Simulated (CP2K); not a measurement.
As:

```
CELL_PARAMETERS angstrom
2.70368 0.00000 0.00000
0.00000 2.70368 0.00000
0.00000 0.00000 2.70368
ATOMIC_POSITIONS crystal
As 0.50000 0.50000 0.50000
```

This isn't the form of As at room conditions, which is rhombohedral.

| Item | Value |
| --- | --- |
| Program | CP2K 2026.2 |
| Task | single point |
| Functional | PBEsol |
| Potentials or basis | POTENTIAL_UZH As GTH-PBE-q5; TZVP-MOLOPT-PBE-GTH basis |
| Density cutoff | 6123 eV |
| k mesh | 10 × 10 × 10 |
| Occupations | fermi-dirac, width 0.05 eV |
| Spin | no spin polarisation |

On this cell: pressure 1.0 GPa; band gap on the k mesh none (metal or under the smearing width).

The same run follows on a disturbed copy (cell strained at random at fixed volume):

```
CELL_PARAMETERS angstrom
2.71012 0.00000 0.00000
-0.03503 2.72973 0.00000
-0.02376 0.06560 2.67152
ATOMIC_POSITIONS crystal
As 0.48435 0.50553 0.49638
```

Q: What does the disturbed cell give?

A: The energy (extrapolated to zero smearing) moves by +4.0 meV/atom; pressure 1.0 GPa; band gap on the k mesh none (metal or under the smearing width).

Stress tensor (GPa, compression positive):
```
 0.57  0.29  0.40
 0.29 -0.89 -0.76
 0.40 -0.76  3.33
```

Caveats: the potentials were made for another functional, which shifts forces and pressure; the basis of atomic orbitals isn't converged, which shifts pressures, moduli and gaps.
